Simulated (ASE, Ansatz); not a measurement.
## Forces and charges in generalised stacking fault on (110) of a KCl-RbCl solid solution (80 atoms)

Wanted: forces, charges and levels of generalised stacking fault on (110) of a KCl-RbCl solid solution (80 atoms).

Calculated with Ansatz 0.2.0; Kohn-Sham DFT, PBE, PAW (set soft_2), plane waves.

## Step 1: The starting structure

The cell holds 80 atoms: 13 Rb, 40 Cl and 27 K. Cell: a = 7.339 Å, b = 10.379 Å, c = 26.077 Å, α = 90.0°, β = 87.3°, γ = 90.0°. It derives from KCl and RbCl. CsCl-type KCl lattice (a = 3.6697 Å, the value set for the mixture), cell with z along [110], 2 x 2 x 5 periods; the third cell vector is tilted by 0.333 of [001] and lengthened by 0.1 Å, so the cell holds one fault; displaced by a Gaussian of 0.01 Å; 13 of 40 K sites given to Rb at random (lattice constant by Vegard's rule between KCl and RbCl).

What the set-up can't give: The host structure and its lattice constant were typed by rule, without a check against the phase diagram.

## Step 2: Plane-wave single point

One self-consistent run at the given positions yields energy and forces.

Input file input.yaml:

```yaml
crystal:
  lattice:
    - [7.3394, 0.0, 0.0]
    - [0.0, 10.37948, 0.0]
    - [1.22326, 0.0, 26.0487]
  atoms:
    - { symbol: Rb, position: [0.83321, 0.00092, 0.99566] }
    - { symbol: Cl, position: [0.23284, 0.00062, 0.09925] }
    - { symbol: K, position: [0.33459, 0.99894, 0.99608] }
    - { symbol: Cl, position: [0.73479, 0.9991, 0.09992] }
    - { symbol: K, position: [0.83167, 0.49869, 0.99572] }
    - { symbol: Cl, position: [0.23493, 0.49817, 0.09923] }
    - { symbol: K, position: [0.33149, 0.49943, 0.99551] }
    - { symbol: Cl, position: [0.73642, 0.49891, 0.09929] }
    - { symbol: K, position: [0.98494, 0.25071, 0.09866] }
    - { symbol: Cl, position: [0.21809, 0.24935, 0.19882] }
    - { symbol: Rb, position: [0.48347, 0.24975, 0.0991] }
    - { symbol: Cl, position: [0.71842, 0.24953, 0.19853] }
    - { symbol: K, position: [0.96886, 0.99888, 0.19899] }
    - { symbol: Cl, position: [0.20095, 0.00132, 0.29812] }
    - { symbol: Rb, position: [0.46667, 0.00078, 0.19902] }
    - { symbol: Cl, position: [0.70063, 0.99887, 0.29884] }
    - { symbol: K, position: [0.98208, 0.74814, 0.09963] }
    - { symbol: Cl, position: [0.2158, 0.75033, 0.19914] }
    - { symbol: K, position: [0.48493, 0.75142, 0.09866] }
    - { symbol: Cl, position: [0.71802, 0.74958, 0.1989] }
    - { symbol: K, position: [0.9666, 0.50196, 0.19937] }
    - { symbol: Cl, position: [0.20003, 0.49997, 0.29846] }
    - { symbol: K, position: [0.46685, 0.50155, 0.19845] }
    - { symbol: Cl, position: [0.70101, 0.49973, 0.29901] }
    - { symbol: K, position: [0.94861, 0.24855, 0.29879] }
    - { symbol: Cl, position: [0.18308, 0.25023, 0.39814] }
    - { symbol: K, position: [0.4515, 0.24952, 0.29866] }
    - { symbol: Cl, position: [0.68126, 0.25172, 0.39778] }
    - { symbol: Rb, position: [0.93098, 0.99859, 0.39799] }
    - { symbol: Cl, position: [0.16681, 0.00269, 0.49788] }
    - { symbol: Rb, position: [0.43056, 0.00218, 0.39826] }
    - { symbol: Cl, position: [0.66738, 0.99894, 0.49801] }
    - { symbol: K, position: [0.95022, 0.74991, 0.29759] }
    - { symbol: Cl, position: [0.18191, 0.75149, 0.3978] }
    - { symbol: Rb, position: [0.45027, 0.75012, 0.2985] }
    - { symbol: Cl, position: [0.68394, 0.7496, 0.39834] }
    - { symbol: K, position: [0.93425, 0.50076, 0.39757] }
    - { symbol: Cl, position: [0.16441, 0.49905, 0.49769] }
    - { symbol: K, position: [0.43446, 0.49924, 0.39807] }
    - { symbol: Cl, position: [0.66622, 0.50026, 0.49752] }
    - { symbol: Rb, position: [0.91734, 0.24981, 0.49807] }
    - { symbol: Cl, position: [0.14908, 0.24918, 0.5978] }
    - { symbol: K, position: [0.41776, 0.25017, 0.49754] }
    - { symbol: Cl, position: [0.65147, 0.24835, 0.59776] }
    - { symbol: K, position: [0.90123, 0.99892, 0.59714] }
    - { symbol: Cl, position: [0.13551, 0.99979, 0.6969] }
    - { symbol: K, position: [0.40386, 0.99889, 0.59774] }
    - { symbol: Cl, position: [0.63214, 0.00089, 0.6967] }
    - { symbol: K, position: [0.9188, 0.75044, 0.49765] }
    - { symbol: Cl, position: [0.14997, 0.74896, 0.59783] }
    - { symbol: K, position: [0.41969, 0.75048, 0.49779] }
    - { symbol: Cl, position: [0.64975, 0.74877, 0.59786] }
    - { symbol: K, position: [0.90017, 0.49884, 0.59711] }
    - { symbol: Cl, position: [0.13356, 0.4991, 0.69631] }
    - { symbol: Rb, position: [0.40059, 0.49942, 0.59705] }
    - { symbol: Cl, position: [0.63301, 0.50057, 0.69699] }
    - { symbol: Rb, position: [0.88446, 0.25001, 0.69702] }
    - { symbol: Cl, position: [0.11534, 0.24898, 0.79682] }
    - { symbol: K, position: [0.38366, 0.24964, 0.69698] }
    - { symbol: Cl, position: [0.61852, 0.25107, 0.79683] }
    - { symbol: K, position: [0.86842, 0.00029, 0.79629] }
    - { symbol: Cl, position: [0.09986, 0.9996, 0.89657] }
    - { symbol: K, position: [0.36854, 0.00109, 0.79594] }
    - { symbol: Cl, position: [0.60142, 0.00119, 0.896] }
    - { symbol: Rb, position: [0.88192, 0.74889, 0.69675] }
    - { symbol: Cl, position: [0.11416, 0.74988, 0.79577] }
    - { symbol: K, position: [0.38595, 0.74961, 0.69764] }
    - { symbol: Cl, position: [0.61764, 0.74917, 0.79655] }
    - { symbol: Rb, position: [0.86629, 0.50013, 0.79658] }
    - { symbol: Cl, position: [0.10243, 0.50137, 0.89549] }
    - { symbol: Rb, position: [0.3688, 0.50019, 0.79643] }
    - { symbol: Cl, position: [0.60266, 0.49923, 0.89666] }
    - { symbol: K, position: [0.8489, 0.24854, 0.89646] }
    - { symbol: Cl, position: [0.08497, 0.24951, 0.99587] }
    - { symbol: K, position: [0.35169, 0.24925, 0.89615] }
    - { symbol: Cl, position: [0.58316, 0.2492, 0.99604] }
    - { symbol: K, position: [0.85165, 0.74971, 0.89558] }
    - { symbol: Cl, position: [0.08304, 0.74949, 0.99572] }
    - { symbol: Rb, position: [0.35222, 0.75033, 0.89632] }
    - { symbol: Cl, position: [0.58634, 0.75161, 0.99571] }
kpoints:
  mp_grid: { grid: [2, 1, 1] }
hamiltonian:
  xc: pbe
scf:
  occupations: { method: gaussian, width: 0.025 }
output:
  forces: true
  stress: true
  populations: true
  dos:
    method: { smearing: { sigma: 0.15 } }
    de: 0.1
    projected: { site_lists: { Cl: [Cl], K: [K], Rb: [Rb] } }
  eigenvalues: true
  write_density: true
  write_potential: true
  volumetric_format: npy
```

On the command line:

```bash
$ ansatz run input.yaml --threads 8 --pin off --max-ram 15872MiB --backend cpu --events-out ev --progress --plain --runs-dir out
```

Numbers of over 12 decimals in the logs are rounded to 6 here.

The log of the run:

```text
Engine: ansatz 0.2.0, aarch64-unknown-linux-gnu
Pseudopotentials: kind: paw
Pseudopotential: Rb, paw, valence charge 9, recommended cutoff 420 eV (normal), Rb.paw.azcp
Pseudopotential: Cl, paw, valence charge 7, recommended cutoff 420 eV (normal), Cl.paw.azcp
Pseudopotential: K, paw, valence charge 9, recommended cutoff 420 eV (normal), K.paw.azcp
[... 5 lines on functional and potentials left out ...]
Crystal: 80 atoms, lattice volume = 1984.368 Å³
Basis set: ecut = 420 eV, 38785 PW (Γ), exchange–correlation on 100×144×360 points (8 copies of the dense FFT grid, shifted against one another)
Bands: 400, of which v1, the nominal top of the filled ones, is band 320 counted from 1 (319 counted from 0)
Symmetry: 1 space group operations
Space group: P1 (ITA 1), of the structure as read, at distance tolerance 1.3e-4 Å
k-points: 2
[... 7 lines on functional and potentials left out ...]
Initial density: superposition of atomic densities (neutral atoms: chi_scale 0, normalization atom), corrected by the library's trained network
Initial wavefunctions: pseudopotential atomic-orbital guess
Functional: x = pbe(κ = 0.804, μ = 0.219515), c = pbe(β = 0.066725)
SCF iter   1: F=—  HF=-127320.646316 eV  |F-HF|=—  |Δ(HF+E_count)|=         —  Δρ=4.09e-4  dr2=7.17e-3  ethr=1.77e-3  ⟨swp⟩=12.0  Hψ=4860  notcnv=0  defer=24
preconditioner: auto → Resta (q_TF=auto, 2.259 Å⁻¹)  ε∞=2.9  [insulator: Δε(μ)=5.537 eV  Ē_g=14.320 eV  σ=0.025 eV  W_gap=1.00  n_scr=398 (ndim 8)  ℏωp=19.7 eV  f_vac=0.002  D(μ)=0.00/eV (n_scr^D=0)  ε∞_Penn≈2.9]
SCF iter   2: F=—  HF=-127320.622211 eV  |F-HF|=—  |Δ(HF+E_count)|=   2.41e-2  Δρ=2.02e-4  dr2=1.76e-3  ethr=1.12e-6  ⟨swp⟩=4.0  Hψ=1702  notcnv=0  defer=80
SCF iter   3: F=—  HF=-127320.621682 eV  |F-HF|=—  |Δ(HF+E_count)|=   5.30e-4  Δρ=8.40e-5  dr2=1.76e-4  ethr=2.76e-7  ⟨swp⟩=2.0  Hψ=1283  notcnv=0  defer=80
SCF iter   4: F=—  HF=-127320.621625 eV  |F-HF|=—  |Δ(HF+E_count)|=   5.62e-5  Δρ=3.18e-5  dr2=2.49e-5  ethr=2.75e-8  ⟨swp⟩=3.0  Hψ=1188  notcnv=0  defer=80
SCF iter   5: F=—  HF=-127320.620461 eV  |F-HF|=—  |Δ(HF+E_count)|=   1.16e-3  Δρ=5.82e-6  dr2=6.34e-7  ethr=3.89e-9  ⟨swp⟩=2.0  Hψ=1418  notcnv=0  defer=101
SCF iter   6: F=-127320.620462 eV  HF=-127320.620462 eV  |F-HF|=1.19e-8  |Δ(HF+E_count)|=   4.79e-7  Δρ=1.35e-6  dr2=4.62e-8  ethr=1.56e-11  ⟨swp⟩=17.5  Hψ=7248  notcnv=0
SCF 1 converged in 6 iterations: F = -127320.620462 eV  dr2 = 4.62e-8
  greatest PAW one-centre occupation: 0.988 electrons in one spin orbital (limit 2), on the K atom at site 8 (counted from 0), in its partial waves of l = 0
SCF converged after 6 iterations
Free energy (F): -127320.620462 eV
Harris-Foulkes:  -127320.620462 eV  (|F-HF|=1.19e-8)
Internal energy: -127320.620462 eV  (E = F + TS)
E sigma→0 (E₀):  -127320.620462 eV
Fermi energy:    6.431354 eV
--- Per-component energies (eV) ---
  E_band       = -3489.065990
  E_kinetic    = 15942.118753
  E_local      = -27198.731400  (includes V_loc(G=0)·N_el)
  E_nonlocal   = 3739.685123
  E_hartree    = 8192.420686
  E_xc         = -9710.607551
  E_vxc        = -11217.680363  (∫ρ·V_xc dr)
  E_paw        = -81520.496284  (= ΣΔE_a)
  E_vpaw       = -1139.298773  (= ΣTr[D̂ρ^β])
  E_aug_tail   = 0.003469  (compensation charges beyond the density's cutoff)
  E_ewald      = -36765.013257
  E_smearing   = -0.000000  (= −TS)
  E_closure    = -0.000000  (closes the sum)
  Σ components = -127320.620462   (vs F -127320.620462, Δ=0.00e0)
--- Forces (eV/Å), atoms counted from 1 ---
  atom   1  Rb     0.27819695    -0.02730020    -0.83202286
  atom   2  Cl    -0.31491303    -0.17135551     0.37725895
  atom   3  K      0.10379921     0.00553404    -0.61755098
  atom   4  Cl    -0.09326673    -0.11392626     0.85195630
  atom   5  K      0.16755215     0.02857336    -0.62667892
  atom   6  Cl    -0.22099661     0.20547077     0.50574097
  atom   7  K      0.13999037     0.02336462    -0.58934561
  atom   8  Cl    -0.09461145     0.14699585     0.50846244
  atom   9  K     -0.14828536    -0.01178971     0.70873135
  atom  10  Cl    -0.21878553     0.17127025     0.14870727
  atom  11  Rb    -0.24247139     0.00561847     0.99473125
  atom  12  Cl     0.17193793     0.15020983     0.15175665
  atom  13  K     -0.02923915     0.04815047    -0.01043190
  atom  14  Cl    -0.20004925     0.09074589    -0.08418357
[...]
atom  79  Rb    -0.02735433     0.02333320    -0.01830360
  atom  80  Cl     0.11234328    -0.16998176    -0.40046826
  max |Σ_I F_I| component: 3.96e-5 eV/Å
--- Stress (GPa, compression-positive) ---
        5.176406       0.007988      -0.323109
        0.007988       4.716080      -0.002201
       -0.323109      -0.002201       6.047453
  P = ⅓ Tr σ = 5.3133 GPa (53.133 kbar)
--- Band table (eV) ---
  k-point 0: bands = ["-24.1659", "-24.1621", "-24.1606", "-24.1569", [... 384 levels ...], "12.0724", "12.0837", "12.0898", "12.1593", "12.1818", "12.2094", "12.2526", "12.2586", "12.2754", "12.2803", "12.2993", "12.3231"]
  k-point 1: bands = ["-24.1652", "-24.1599", "-24.1589", "-24.1518", [... 384 levels ...], "12.1025", "12.1364", "12.1830", "12.1864", "12.1997", "12.2345", "12.2581", "12.2704", "12.2846", "12.3070", "12.3295", "12.3386"]
--- Löwdin populations: 80 sites ---
  site symbol       q [e]
     0     Rb      8.1939
     1     Cl      7.6983
     2      K      8.2482
[...]
79     Cl      7.6988
  spilling = 0.004371 (of n_electrons = 640.000000)
```

Run time: 41 s. Hardware: 8 threads of Arm Neoverse V2, shared host; peak memory 6.8 GiB.

In the SCF lines HF is the Harris–Foulkes energy and dr2 the Hartree energy of the density residual, in eV; the loop may stop once dr2 is under the threshold and the program's other checks hold. Hψ counts applications of the Hamiltonian.

Read from the output:

```yaml
free_energy: -127320.6205 eV
free_energy_per_atom: -1591.5078 eV/atom
scf_cycles: 6
pressure: 5.313 GPa
r_m_s_force_component: 0.2044 eV/Å
longest_force: 1.163 eV/Å
fermi_energy: 6.431 eV
spacing_of_highest_filled_and_lowest_empty_level: 5.538 eV
spilling_of_the_projection: 0.004371
```

Neighbours are counted within 3.62 Å (Cl-K), 3.62 Å (Cl-Rb).

Length of the force by element and coordination:

| element | coordination | atoms | mean length of the force (eV/Å) | spread | least | most |
| --- | --- | --- | --- | --- | --- | --- |
| Cl | all | 40 | 0.316 | 0.205 | 0.123 | 1.16 |
| Cl | 7 | 8 | 0.646 | 0.236 | 0.399 | 1.16 |
| Cl | 8 | 32 | 0.234 | 0.0671 | 0.123 | 0.356 |
| K | all | 27 | 0.177 | 0.248 | 0.0072 | 0.724 |
| K | 7 | 6 | 0.636 | 0.0548 | 0.546 | 0.724 |
| K | 8 | 21 | 0.0455 | 0.0207 | 0.0072 | 0.0888 |
| Rb | all | 13 | 0.190 | 0.326 | 0.0238 | 1.02 |
| Rb | 7 | 2 | 0.951 | 0.0731 | 0.878 | 1.02 |
| Rb | 8 | 11 | 0.0511 | 0.0176 | 0.0238 | 0.0768 |

Löwdin charges by element and coordination (they lack the spilled electrons, 0.035 e an atom on average):

| element | coordination | atoms | mean charge (e) | spread | least | most |
| --- | --- | --- | --- | --- | --- | --- |
| Cl | all | 40 | -0.699 | 7.0e-4 | -0.701 | -0.698 |
| Cl | 7 | 8 | -0.699 | 9.0e-4 | -0.701 | -0.698 |
| Cl | 8 | 32 | -0.699 | 6.0e-4 | -0.701 | -0.698 |
| K | all | 27 | 0.756 | 0.0064 | 0.742 | 0.766 |
| K | 7 | 6 | 0.760 | 0.0051 | 0.752 | 0.766 |
| K | 8 | 21 | 0.754 | 0.0062 | 0.742 | 0.763 |
| Rb | all | 13 | 0.797 | 0.0056 | 0.787 | 0.806 |
| Rb | 7 | 2 | 0.804 | 0.0019 | 0.802 | 0.806 |
| Rb | 8 | 11 | 0.796 | 0.0051 | 0.787 | 0.804 |

Density of states as counts of states in windows of 1 eV (from the Fermi level), total and the larger projections:

| from (eV) | to (eV) | total | Cl p | Cl s | Rb p | K p |
| --- | --- | --- | --- | --- | --- | --- |
| -18 | -17 | 0.0 | 0.0 | 0.0 | 0.0 | 0.0 |
| -17 | -16 | 0.3 | 0.0 | 0.2 | 0.0 | 0.0 |
| -16 | -15 | 78.8 | 0.2 | 66.2 | 0.8 | 6.6 |
| -15 | -14 | 86.1 | 0.8 | 3.2 | 0.2 | 82.0 |
| -14 | -13 | 76.8 | 0.4 | 4.8 | 0.1 | 71.5 |
| -13 | -12 | 0.0 | 0.0 | 0.0 | 0.0 | 0.0 |
| -12 | -11 | 50.5 | 1.2 | 0.7 | 48.2 | 0.2 |
| -11 | -10 | 27.5 | 0.4 | 0.4 | 26.5 | 0.1 |
| -10 | -6 | 0.0 | 0.0 | 0.0 | 0.0 | 0.0 |
| -6 | -5 | 0.2 | 0.2 | 0.0 | 0.0 | 0.0 |
| -5 | -4 | 74.2 | 68.7 | 0.2 | 0.6 | 0.5 |
| -4 | -3 | 138.0 | 132.8 | 0.3 | 1.2 | 0.7 |
| -3 | -2 | 27.5 | 27.2 | 0.0 | 0.1 | 0.0 |
| -2 | 2 | 0.0 | 0.0 | 0.0 | 0.0 | 0.0 |
| 2 | 3 | 1.0 | 0.0 | 0.2 | 0.0 | 0.0 |
| 3 | 4 | 15.1 | 0.2 | 0.5 | 0.0 | 0.0 |
| 4 | 5 | 61.0 | 1.4 | 1.5 | 0.1 | 0.1 |

The stored curve holds about 560 of the 640 electrons; the rest, give or take the few that broadening carries across the Fermi level, lie in deeper levels below its range.

The levels nearest the highest filled one (over half full), pooled over k-points and spins:

| level less the highest filled one (eV) | occupation |
| --- | --- |
| -0.103 | 2 |
| -0.0813 | 2 |
| -0.0445 | 2 |
| -0.0434 | 2 |
| -0.0184 | 2 |
| 0 | 2 |
| 5.54 | 0 |
| 5.99 | 0 |
| 6.12 | 0 |
| 6.19 | 0 |
| 6.26 | 0 |
| 6.31 | 0 |

Electrostatic potential energy in the ca plane at fractional y = 0.000, with atoms of Rb and Cl and K within 0.2 Å of it. With pseudopotentials it is smooth inside the atoms' cores, unlike the true potential.

Ten even steps from '0' (-51 eV) to '9' (10 eV), each cell a mean:
```
00048999999996323689999999986457999999999987
00038999999985211489999999963125899999999730
10168999999996212589999999962114899999999600
65689999999998545799999999974225899999999610
98899986568999888999988899987667999999999840
99999962126999999999853479999889999867899986
99999951015999999999620159999999998412699998
99999973126999999999620149999999997200389999
77789997678999989999852369999999998311489999
21379999999998666899987899998889999744799999
00048999999996323689999999986457999998999987
00038999999985211489999999963125899999999853
10168999999996312589999999962114899999999731
76789999999998645799999999974225899999999731
98999986568999888999988899987668999999999863
99999962126999999999853479999889999867899987
99999951015999999999620149999999998422699999
99999973126999999999720149999999997200389999
77789997678999989999853379999999998311489999
11379999999998767899988899998889999744799999
```
Columns run along c (16.0 Å, from fractional 0.39 to 1.00 of the cell; values clipped at the 3rd and 97th percentile), rows up along a (7.3 Å). Atoms in or near the plane, at fractional coordinates: Rb at (0.00, 0.83), K at (0.00, 0.33), Rb at (0.40, 0.93), Cl at (0.50, 0.17), Rb at (0.40, 0.43), Cl at (0.50, 0.67), K at (0.60, 0.90), Cl at (0.70, 0.14), K at (0.60, 0.40), Cl at (0.70, 0.63), K at (0.80, 0.87), Cl at (0.90, 0.10), K at (0.80, 0.37), Cl at (0.90, 0.60).

[end of part 1 of 2]

[Logs are printed without paths, hosts, clocks, repeated set-up lines and the standing remarks that a program may print on its own settings, such as how far it seeks lower states.]

[Hosts, paths, dates, database ids (printed as entryN), source tags and the programs' standing remarks are cut or masked in the printed files.]
